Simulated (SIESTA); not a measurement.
# GaP (F-43m) in SIESTA: a series of runs, part 2 of 2

SIESTA 5.4.2.

### Step 3. Relaxation of cell and atoms, OLYP, non-collinear spin, ferromagnetic start, spin-orbit coupling

Contents of GaP.fdf:

```
SystemName                      GaP
SystemLabel                     GaP
NumberOfSpecies                 2
NumberOfAtoms                   2
%block ChemicalSpeciesLabel
  1  31 Ga
  2  15 P
%endblock ChemicalSpeciesLabel

LatticeConstant                 1.0 Ang
%block LatticeVectors
     0.0000000000     2.7252500000     2.7252500000
     2.7252500000     0.0000000000     2.7252500000
     2.7252500000     2.7252500000     0.0000000000
%endblock LatticeVectors
AtomicCoordinatesFormat         Fractional
%block AtomicCoordinatesAndAtomicSpecies
     0.0000000000     0.0000000000     0.0000000000  1  Ga
     0.7500000000     0.7500000000     0.7500000000  2  P
%endblock AtomicCoordinatesAndAtomicSpecies

%block kgrid.MonkhorstPack
    6   0   0  0.0
    0   6   0  0.0
    0   0   6  0.0
%endblock kgrid.MonkhorstPack
%block XC.Mix
  2
  GGA LIBXC-00-GGA_X_OPTX 1.0 0.0
  GGA LIBXC-00-GGA_C_LYP 0.0 1.0
%endblock XC.Mix
PAO.BasisSize                   DZP
PAO.EnergyShift                 0.002 Ry
Mesh.Cutoff                     800 Ry
Spin                            spin-orbit
%block DM.InitSpin
    1   0.501    54.74    45.00
    2   0.000     0.00     0.00
%endblock DM.InitSpin
WriteOrbMom                     true
OccupationFunction              FD
ElectronicTemperature           0.05 eV
MaxSCFIterations                200
SCF.MustConverge                false
SCF.Mixer.Method                Pulay
SCF.Mixer.Weight                0.1
SCF.Mixer.History               10
SCF.DM.Tolerance                5.0e-05
SCF.H.Tolerance                 1.0e-03 eV
WriteForces                     true
Charge.Mulliken                 end
MD.TypeOfRun                    CG
MD.Steps                        40
MD.MaxForceTol                  0.01 eV/Ang
MD.MaxDispl                     0.1 Ang
WriteCoorStep                   true
AtomCoorFormatOut               Fractional
MD.VariableCell                 true
MD.MaxStressTol                 0.1 GPa
%block PAO.Basis
  Ga 4
  n=4 0 2
    6.913 0.000
  n=4 1 2
    9.500 0.000
  n=3 2 1
    3.699
  n=4 2 1
    9.500
%endblock PAO.Basis
```

Potentials or basis: PseudoDojo 0.4 standard (PBE files, fully relativistic), DZP (energy shift 0.002 Ry; radii capped at 9.5 bohr).

Run with:

```console
$ siesta GaP.fdf > GaP.out 2>&1
```

GaP.out:

```text
Version         : 5.4.2

[... 6 lines left out ...]
 NOTE: Please see the manual for full details and compatibility measures.

reinit: Reading from file GaP.fdf

reinit: -----------------------------------------------------------------------
reinit: System Name: GaP
reinit: -----------------------------------------------------------------------
reinit: System Label: GaP
reinit: -----------------------------------------------------------------------

NOTE on units for spin output:
{S} is the spin magnetic moment, in units of the Bohr magneton,
assuming a g-factor for the electron spin of exactly 2.
The spin magnetic moment is then numerically equal to the charge inbalance,
in units of electrons, between the spin-up and -down channels.

xc:
xc: Exchange-correlation functional mix:
xc:
xc: Number     Functional     Authors     Weight(Ex)   Weight(Ec)
xc:    1   GGA                   LIBXC-00-GGA_X_OPTX    1.000        0.000
xc:    2   GGA                   LIBXC-00-GGA_C_LYP     0.000        1.000
xc:

initatom: Reading input for the pseudopotentials and atomic orbitals ----------
[... 1186 lines left out ...]
    1 17 4dxz      -0.02580   0.00000      0.000   0.000  -0.000
    1 18 4dx2-y2    0.15956   0.00000      0.000   0.000  -0.000
    1     Total    12.76677   0.00000      0.000   0.000   0.000

Total              12.76677   0.00000      0.000   0.000   0.000

Species: P

Atom      Orb        Charge      Spin       Svec
    2  1 3s         2.14425   0.00000      0.000   0.000  -0.000
    2  2 3s        -0.21700   0.00000     -0.000  -0.000   0.000
    2  3 3py        0.68015   0.00000     -0.000  -0.000  -0.000
    2  4 3pz        0.68015   0.00000     -0.000  -0.000   0.000
    2  5 3px        0.68015   0.00000     -0.000  -0.000  -0.000
    2  6 3py        0.35928   0.00000     -0.000  -0.000   0.000
    2  7 3pz        0.35928   0.00000     -0.000  -0.000  -0.000
    2  8 3px        0.35928   0.00000     -0.000  -0.000  -0.000
    2  9 3Pdxy      0.04730   0.00000      0.000   0.000   0.000
    2 10 3Pdyz      0.04730   0.00000      0.000   0.000   0.000
    2 11 3Pdz2      0.02290   0.00000      0.000   0.000   0.000
    2 12 3Pdxz      0.04730   0.00000      0.000   0.000   0.000
    2 13 3Pdx2-y2   0.02290   0.00000      0.000   0.000   0.000
    2     Total     5.23323   0.00000     -0.000  -0.000  -0.000

Total              18.00000   0.00000     -0.000   0.000   0.000

Mulliken Atomic Populations:
Atom #   charge [q] valence [e]           S      Sx [e]      Sy [e]      Sz [e]  Species
     1     0.233230   12.766770    0.000000    0.000000    0.000000    0.000000  Ga
     2    -0.233230    5.233230    0.000000   -0.000000   -0.000000   -0.000000  P
 Total     0.000000                0.000000   -0.000000    0.000000    0.000000

Job completed
```

Wall time 11 min (1 thread of Arm Neoverse V2, shared host); peak memory 0.5 GiB.

What came out:

| Property | Result |
| --- | --- |
| Free energy | -2278.9019 eV |
| Relaxed volume | 21.45 Å³/atom |
| Relaxed cell | a = 3.929 Å, b = 3.929 Å, c = 3.929 Å, α = 59.99°, β = 59.99°, γ = 59.99° |
| Space group after relaxing (to 0.05 Å) | F-43m (No. 216) |
| Energy gained by relaxing | 15.4 meV/atom |
| Ionic steps | 4 |
| Pressure after relaxing | -0.1 GPa |
| Band gap on the k mesh | 1.68 eV, indirect (least direct gap 1.68 eV) |
| Net moment | 0.00 μB per cell |

The path:
| step | energy change (eV) | largest force (eV/Å) | pressure (GPa) | volume (Å³) |
| --- | --- | --- | --- | --- |
| 1 | 0.0000 | 0.0003 | 4.76 | 40.48 |
| 2 | -0.0259 | 0.0019 | 1.67 | 41.90 |
| 3 | -0.0215 | 0.0051 | -2.10 | 44.24 |
| 4 | -0.0309 | 0.0034 | -0.06 | 42.89 |

Final structure:
```
Ga P
1.0
     0.00034    2.77847    2.77847
     2.77847    0.00034    2.77847
     2.77847    2.77847    0.00034
Ga P
1 1
Direct
  0.99997 0.99997 0.99997
  0.75003 0.75003 0.75003
```

Moments on the atoms (μB; x, y, z):
```
Ga  0.00 0.00 0.00
P   0.00 0.00 0.00
```

Caveat: semicore shells carry a single zeta, which can move pressures by several GPa and volumes by a few percent; the potentials were made for another functional, which shifts forces and pressure; the basis of atomic orbitals isn't converged, which shifts pressures, moduli and gaps. Zero-point motion and thermal expansion aren't in these numbers.

### Step 4. For comparison

An earlier run on the cell as given: functional PBE; potentials or basis PseudoDojo 0.4 standard (PBE files); basis DZP (energy shift 0.002 Ry; radii capped at 9.5 bohr); grid cutoff 800 Ry; energy shift 0.002 Ry; k mesh 8 × 8 × 8; occupations fermi-dirac, width 0.05 eV; no spin polarisation.

- Pressure: 3.7 GPa
- Band gap on the k mesh: 1.63 eV, indirect (least direct gap 1.99 eV)
- Hirshfeld charges: Ga +0.17; P -0.17 e
- Voronoi charges: Ga +0.19; P -0.19 e

### Step 5. The runs side by side

| task | level | potentials or basis | spin | cell | k mesh | optimiser | force tolerance | gap on the mesh (eV) | pressure (GPa) | relaxed volume (Å³/atom) |
| --- | --- | --- | --- | --- | --- | --- | --- | --- | --- | --- |
| relaxation of cell and atoms | PBE | PseudoDojo 0.4 standard (PBE files), DZ (energy shift 0.002 Ry; radii capped at 9.5 bohr) | off | relaxed | 8 × 8 × 8 | CG | 0.02 eV/Å | 1.25 | -0.1 | 21.76 |
| relaxation of cell and atoms | OLYP | PseudoDojo 0.4 standard (PBE files, fully relativistic), DZP (energy shift 0.002 Ry; radii capped at 9.5 bohr) | non-collinear, ferromagnetic start, SOC | relaxed | 6 × 6 × 6 | CG | 0.01 eV/Å | 1.68 | -0.1 | 21.45 |
| single point | PBE | PseudoDojo 0.4 standard (PBE files), DZP (energy shift 0.002 Ry; radii capped at 9.5 bohr) | off | as given | 8 × 8 × 8 | - | - | 1.63 | 3.7 | - |

Alike in all rows: smearing fermi-dirac 0.05 eV; grid cutoff 800 Ry; energy shift 0.002 Ry.

Caveats: semicore shells carry a single zeta, which can move pressures by several GPa and volumes by a few percent; the basis of atomic orbitals isn't converged, which shifts pressures, moduli and gaps; the basis has no polarisation orbitals (some runs); the potentials were made for another functional, which shifts forces and pressure (some runs).

Absolute energies hang on the potentials; compare differences alone.
